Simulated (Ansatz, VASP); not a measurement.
## Two plane-wave programs on Cd

INCAR

```
PREC = Accurate ; ENCUT = 520
EDIFF = 1E-7 ; ISMEAR = -1
SIGMA = 0.05 ; LREAL = F
LASPH = T ; NELM = 80
ALGO = Normal ; ISIF = 2
LWAVE = F ; LCHARG = F
GGA = PE ; NBANDS = 12
```

Contents of KPOINTS:

```
regular mesh
0
Gamma
  10 10 10
```

POSCAR

```
Cd
1.0
    0.0000000000      2.2616539272      2.2616539272
    2.2616539272      0.0000000000      2.2616539272
    2.2616539272      2.2616539272      0.0000000000
Cd
1
Direct
    0.0000000000      0.0000000000      0.0000000000
```

File input.yaml:

```yaml
crystal:
  lattice:
    - [0.0, 2.2616539272, 2.2616539272]
    - [2.2616539272, 0.0, 2.2616539272]
    - [2.2616539272, 2.2616539272, 0.0]
  atoms:
    - { symbol: Cd, position: [0.0, 0.0, 0.0] }
hamiltonian:
  xc: pbe
  pseudopotentials: { kind: paw }
kpoints:
  mp_grid: { grid: [10, 10, 10] }
scf:
  occupations: { method: fermi_dirac, width: 0.05 }
output:
  forces: true
  stress: true
  eigenvalues: true
  write_density: true
  write_potential: true
  elf: true
  volumetric_format: npy
```

Change from the starting cell: volume scaled by 1.06.

Alike in both runs: task single point; functional PBE; k mesh 10 × 10 × 10; occupations fermi-dirac, width 0.05 eV; no spin polarisation.

|  | VASP | Ansatz |
| --- | --- | --- |
| version | VASP 6.6.1 | Ansatz 0.2.0 |
| potentials or method | VASP PAW PBE potentials, release 64 (Cd) | Ansatz PAW |
| plane-wave cutoff (eV) | 520 | 420 |
| valence electrons in the cell | 12 | 20 |

VASP gave:

* gap on the k mesh at the Fermi level (eV): none
* pressure (GPa): -0.2

Question: What did Ansatz give for the same quantities?

Answer: gap on the k mesh at the Fermi level (eV): none; pressure (GPa): -0.5.

A gap of «none» marks a metal or a gap that the smearing closes. The two sets of potentials don't hold the same shells in valence.
